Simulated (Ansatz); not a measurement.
**LiF (P6_3mc): how far a G0W0 gap depends on its settings**

Aim: test how the G0W0 gap of LiF (database structure) moves with the number of bands, the screening cutoff and the other choices.

Program: Ansatz 0.2.0. G0W0, plane waves. (Simulation; spin polarisation is off.)

## (1) The system as given

The cell was relaxed beforehand with r2SCAN.

The symmetry is P6_3mc (No. 186, hexagonal); a = 3.081 Å, c = 4.785 Å in the conventional setting, 9.83 Å³ an atom. Near Li stand 4 F at 1.86–1.87 Å; near F stand 4 Li at 1.86–1.87 Å.

As a file:

```cif
data_structure
_symmetry_space_group_name_H-M 'P6_3mc'
_symmetry_Int_Tables_number 186
_cell_length_a 3.0811
_cell_length_b 3.0811
_cell_length_c 4.7852
_cell_angle_alpha 90.000
_cell_angle_beta 90.000
_cell_angle_gamma 120.000
_cell_volume 39.34
loop_
_atom_site_label
_atom_site_type_symbol
_atom_site_symmetry_multiplicity
_atom_site_Wyckoff_symbol
_atom_site_fract_x
_atom_site_fract_y
_atom_site_fract_z
_atom_site_occupancy
Li1 Li 2 b 0.33333 0.66667 0.38244 1
F1 F 2 b 0.33333 0.66667 0.99256 1
```

## (2) 63 empty bands, 80 eV

Input file input.yaml:

```yaml
crystal:
  lattice:
    - [3.0810519475, 0.0, 0.0]
    - [-1.5405259738, 2.668269257, 0.0]
    - [0.0, 0.0, 4.7852337722]
  atoms:
    - { symbol: Li, position: [0.3333333333, 0.6666666667, 0.3824388604] }
    - { symbol: Li, position: [0.6666666667, 0.3333333333, 0.8824388604] }
    - { symbol: F, position: [0.3333333333, 0.6666666667, 0.9925591396] }
    - { symbol: F, position: [0.6666666667, 0.3333333333, 0.4925591396] }
kpoints:
  mp_grid: { grid: [6, 6, 4] }
hamiltonian:
  xc: r2scan
scf:
  occupations: { method: fixed }
gw:
  n_empty_bands: 63
  ecut_chi: 80
  qp_bands: [v2, c2]
  qp_kpoints: band_edges
  screening: { model: contour_deformation }
```

On the command line:

```
$ ansatz run input.yaml --threads 2 --pin off --max-ram 3686MiB --backend cpu --events-out ev --progress --plain --runs-dir out
```

## (3) 147 empty bands, 140 eV

input.yaml, as its differences from that of step 2:

```diff
@@ -17,4 +17,4 @@
 gw:
-  n_empty_bands: 63
-  ecut_chi: 80
+  n_empty_bands: 147
+  ecut_chi: 140
   qp_bands: [v2, c2]
```

## (4) 271 empty bands, 210 eV

input.yaml, as its differences from that of step 3:

```diff
@@ -17,4 +17,4 @@
 gw:
-  n_empty_bands: 147
-  ecut_chi: 140
+  n_empty_bands: 271
+  ecut_chi: 210
   qp_bands: [v2, c2]
```

## (5) Starting from HSE06

input.yaml, as its differences from that of step 4:

```diff
@@ -13,3 +13,3 @@
 hamiltonian:
-  xc: r2scan
+  xc: hse06
 scf:
@@ -17,4 +17,4 @@
 gw:
-  n_empty_bands: 271
-  ecut_chi: 210
+  n_empty_bands: 147
+  ecut_chi: 140
   qp_bands: [v2, c2]
```

## (6) Starting from LDA

input.yaml, as its differences from that of step 5:

```diff
@@ -13,3 +13,3 @@
 hamiltonian:
-  xc: hse06
+  xc: lda
 scf:
```

## (7) Starting from PBE

input.yaml, as its differences from that of step 6:

```diff
@@ -13,3 +13,3 @@
 hamiltonian:
-  xc: lda
+  xc: pbe
 scf:
```

## (8) A plasmon pole in place of the full frequency dependence

input.yaml, as its differences from that of step 7:

```diff
@@ -13,3 +13,3 @@
 hamiltonian:
-  xc: pbe
+  xc: r2scan
 scf:
@@ -21,2 +21,2 @@
   qp_kpoints: band_edges
-  screening: { model: contour_deformation }
+  screening: { model: godby_needs }
```

## (9) A finer mesh, 9×9×4

input.yaml, as its differences from that of step 8:

```diff
@@ -11,3 +11,3 @@
 kpoints:
-  mp_grid: { grid: [6, 6, 4] }
+  mp_grid: { grid: [9, 9, 4] }
 hamiltonian:
@@ -17,6 +17,6 @@
 gw:
-  n_empty_bands: 147
-  ecut_chi: 140
+  n_empty_bands: 63
+  ecut_chi: 80
   qp_bands: [v2, c2]
   qp_kpoints: band_edges
-  screening: { model: godby_needs }
+  screening: { model: contour_deformation }
```

## (10) Norm-conserving pseudopotentials

input.yaml, as its differences from that of step 9:

```diff
@@ -11,5 +11,6 @@
 kpoints:
-  mp_grid: { grid: [9, 9, 4] }
+  mp_grid: { grid: [6, 6, 4] }
 hamiltonian:
   xc: r2scan
+  pseudopotentials: { kind: nc }
 scf:
@@ -17,4 +18,4 @@
 gw:
-  n_empty_bands: 63
-  ecut_chi: 80
+  n_empty_bands: 147
+  ecut_chi: 140
   qp_bands: [v2, c2]
```

**Question.** What will these runs give? Wanted: for each run, start; potentials; frequencies; empty bands; cutoff; Kohn-Sham gap; G0W0 gap.

As calculated:

```
 start  potentials  frequencies  empty bands  cutoff (eV)   mesh  Kohn-Sham gap (eV)  G0W0 gap (eV)
r2SCAN         PAW         full           63           80  6×6×4                8.58          12.28
r2SCAN         PAW         full          147          140  6×6×4                8.58          12.36
r2SCAN         PAW         full          271          210  6×6×4                8.58          12.54
 HSE06         PAW         full          147          140  6×6×4               10.03          12.93
   LDA         PAW         full          147          140  6×6×4                7.53          11.93
   PBE         PAW         full          147          140  6×6×4                7.85          11.96
r2SCAN         PAW         pole          147          140  6×6×4                8.58          12.35
r2SCAN         PAW         full           63           80  9×9×4                8.58          12.28
r2SCAN          NC         full          147          140  6×6×4                8.62          12.40
```

Gaps are those on each run's own mesh.

What this shows: With bands and cutoff raised together, from 63 bands at 80 eV to 271 at 210 eV, the gap moves by +0.26 eV; the steps shown don't fix a limit. The starting point matters: against r2SCAN, HSE06 gives +0.57 eV, LDA gives -0.43 eV, PBE gives -0.40 eV. The plasmon pole changes the gap by -0.013 eV. Norm-conserving potentials change it by +0.035 eV. On the finer mesh the quasiparticle shift is +3.70 eV, against +3.69 eV on the coarse one.
